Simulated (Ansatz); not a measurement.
Runs of Ansatz 0.2.0 on TiO. The structure is hexagonal, space group P6_3/mmc (No. 194). Conventional cell: a = 2.852 Å, b = 2.852 Å, c = 5.568 Å, α = 90.00°, β = 90.00°, γ = 120.00°. Ti (site symmetry -6m2) is surrounded by 6 O at 2.16 Å. O (site symmetry -3m) has 6 Ti at 2.16 Å as nearest neighbours. The cell comes from a database or a generator and needn't be the stable form of this composition.

| level | U | hubbard projectors | double counting | gap on the mesh (eV) | pressure (GPa) |
| --- | --- | --- | --- | --- | --- |
| PBEsol+U | Ti d U = 2 eV | ortho-atomic (the default) | fll (the default) | none | -6.9 |
| PBEsol+U | Ti d U = 5 eV | ortho-atomic (the default) | fll (the default) | none | (b) |
| PBEsol+U | Ti d U = 8 eV | ortho-atomic (the default) | fll (the default) | (a) | 25.7 |
| PBEsol | - | - | - | none | -10.0 |
| PBEsol+U | Ti d U = 6 eV | ortho-atomic (the default) | fll (the default) | - | 7.8 |
| PBEsol+U | Ti d U = 1 eV | ortho-atomic (the default) | fll (the default) | none | -8.5 |
| PBEsol+U | Ti d U = 3 eV | ortho-atomic (the default) | fll (the default) | none | -5.2 |
| PBEsol+U | Ti d U = 4 eV | ortho-atomic (the default) | fll (the default) | none | -3.3 |

Alike in all rows: task band structure; potentials or basis Ansatz PAW; no spin polarisation; cell as given; k mesh 11 × 11 × 5; cutoff (eV) 420; smearing fermi-dirac 0.05 eV.

Task: Estimate the missing entries.

Result: (a) 1.49; (b) -0.6.

Caveats: the PAW data sets come from PBE, with cores solved anew for the run's functional, which leaves a small shift of forces and pressure; U without spin polarisation on a metal has little footing (some runs); semilocal functionals often make such compounds metallic where correlation or magnetic order opens a gap, which also shifts bond lengths (some runs).

A gap of «none» marks a metal or a gap under the smearing width.
